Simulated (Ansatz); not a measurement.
## HfO2: Si on a Hf site

Computed with the plane-wave PAW code Ansatz (scalar-relativistic, PAW set soft_2): PBEsol, no spin polarisation, 420 eV cutoff, k-mesh 2×2×2 shifted by half a step.

The relaxed host crystal (Kohn–Sham gap 3.97 eV):

```xyz
12
Lattice="5.0957 0.0000 -0.0019 0.0000 5.1771 0.0000 -0.8784 0.0000 5.1969" Properties=species:S:1:pos:R:3 pbc="T T T"
Hf    0.7902    2.3662    3.6798
Hf    2.9879    4.9547    4.1136
Hf    3.4271    2.8109    1.5152
Hf    1.2294    0.2224    1.0814
O     1.4176    3.8404    5.0921
O     2.3605    1.2519    2.7014
O     2.7996    1.3366    0.1029
O     1.8568    3.9252    2.4936
O     0.0636    1.7464    1.7714
O     4.5929    4.3350    0.8252
O     4.1537    3.4306    3.4236
O    -0.3756    0.8421    4.3698
```

Supercell of 24 atoms, rows of the matrix [[-1,0,-1],[1,1,0],[1,-1,0]] times the cell vectors; Si on a Hf site at (0.277, 0.457, 0.708) in fractions of the cell above. Atoms are relaxed at the host's cell. The cell loses 1 of its 8 Hf, so this is a heavily doped crystal.

How does the lattice relax around the defect, and where do the electrons go?

Nearest atoms to the Si atom: in the perfect crystal O 2.04 Å, O 2.05 Å, O 2.13 Å, O 2.14 Å, O 2.16 Å, O 2.23 Å, O 2.23 Å; relaxed O 1.73 Å, O 1.75 Å, O 1.80 Å, O 1.83 Å, O 1.92 Å, O 2.43 Å, O 2.90 Å.

| charge | gap of the cell on the mesh (eV) | carriers |
| --- | --- | --- |
| 0 | 4.14 | none in the bands |

On this mesh the host's own supercell has a gap of 4.31 eV.

Formation energy of the neutral defect: 4.24 eV, taking atoms from and to the elements' standard states (no corrections for gases), so it belongs to those chemical potentials alone.

Relaxed cell at charge 0:

```
HfO2 Si_Hf charge 0
1.0
    -4.2173    0.0000   -5.1950
     5.0957    5.1771   -0.0019
     5.0957   -5.1771   -0.0019
Si Hf O
1 7 16
Direct
  0.3149 0.0031 0.5409
  0.2862 0.5040 0.0509
  0.2221 0.4392 0.4912
  0.2053 0.9451 0.9845
  0.7082 0.4848 0.9401
  0.7243 0.9910 0.4527
  0.7706 0.0423 0.9887
  0.7979 0.5630 0.5080
  0.0810 0.0938 0.4300
  0.0333 0.6083 0.8796
  0.4289 0.1108 0.8325
  0.4589 0.6346 0.3720
  0.9551 0.3657 0.1359
  0.9206 0.8629 0.6598
  0.5422 0.3875 0.6098
  0.5385 0.8913 0.1180
  0.6276 0.0253 0.6781
  0.6350 0.4985 0.1870
  0.8592 0.8068 0.0005
  0.8766 0.3138 0.4887
  0.3680 0.5067 0.8084
  0.3584 0.9982 0.3213
  0.1558 0.7342 0.5190
  0.1314 0.1890 0.0024
```

Caveats: semilocal functionals make gaps too small, which shifts levels too; small supercell, so energies and levels can be off by tenths of an eV; only one start was made, so other minima are possible.

Silicon is far too small for the hafnium site, and the relaxation is strongly uneven. Four oxygens close in to 1.73–1.83 Å and a fifth to 1.92 Å, long for a Si–O bond, while the two most distant end up at 2.43 and 2.90 Å, beyond normal bonding. The small, more covalent Si thus gives up the site's sevenfold oxygen shell for fewer, shorter bonds, at the price of strain in the surrounding lattice.

Electronically the substitution is isovalent: Si(IV) supplies as many valence electrons to the oxide as Hf(IV), so the neutral cell needs no compensating carriers. The gap of 4.14 eV against 4.31 eV for the host supercell gives no sign of a deep level, though so small a narrowing does not establish a distinct Si-derived state at a band edge.

The positive formation energy probably reflects hafnium's greater affinity for oxygen as well as the misfit, so it does not measure the solubility of SiO2 in HfO2.
